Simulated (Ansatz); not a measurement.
AlNi: enthalpy against pressure

AlNi, Pm-3m, a = 2.862 Å. The structure is a Materials Project entry; whether it is the stable form wasn't checked. Ansatz: PBEsol, PAW, 420 eV, Γ-centred 14×14×14 mesh on 2 atoms, Gaussian smearing 0.10 eV; no spin polarisation. Cell and atoms are relaxed at each pressure, and no other structure is tried, so the rows at high pressure may lie past a change of phase. y is the enthalpy over the state at zero pressure; there V0 = 11.726 Å³/atom. The pressures are the targets, met within 0.04 GPa.

| P (GPa) | y (eV/atom) |
| --- | --- |
| -1.0 | -0.0734 |
| 0.0 | 0.0000 |
| 1.0 | 0.0730 |
| 4.0 | 0.2895 |
| 12.0 | 0.8509 |
| 25.0 | 1.7223 |
| 50.0 | ? |
| 90.0 | 5.5929 |

Problem. Fit y = c1 P + c2 P² + c3 P³ to the other rows, say what c1 and c2 mean, and predict the missing value.

Solution. Least squares on the rows shown. y = 0.073016 P − 0.00018207 P² + 6.8070×10⁻⁷ P³. Since dH/dP = V, c1 is V0: 0.073016 eV/GPa × 160.2 = 11.697 Å³ against 11.726; c2 = −V0/(2B0) gives B0 = 201 GPa, where a Birch–Murnaghan fit to the volumes of the same runs (not shown) gives 173 GPa: a cubic over this range folds the higher terms into c2. Above P = −c2/(3 c3) = 89 GPa the cubic's slope, the volume, would rise with pressure, so the form fails there. At P = 50.0 the fit asked for gives 3.2807 eV/atom. The run gave 3.2892 eV/atom, so the fit is 0.0085 eV/atom too low, 0.15 % of the span of the series, against an rms of 0.0002 eV/atom on the fitted rows. With a term in P⁴ added, a fit to the same known rows predicts 3.2975 eV/atom, which misses by about as much or more on the other side: the known rows don't fix the higher terms. Also, this row ran on the mesh 16×16×16, its neighbour on 14×14×14, which can shift it a little.

The mesh isn't the same in all rows (14×14×14, 16×16×16).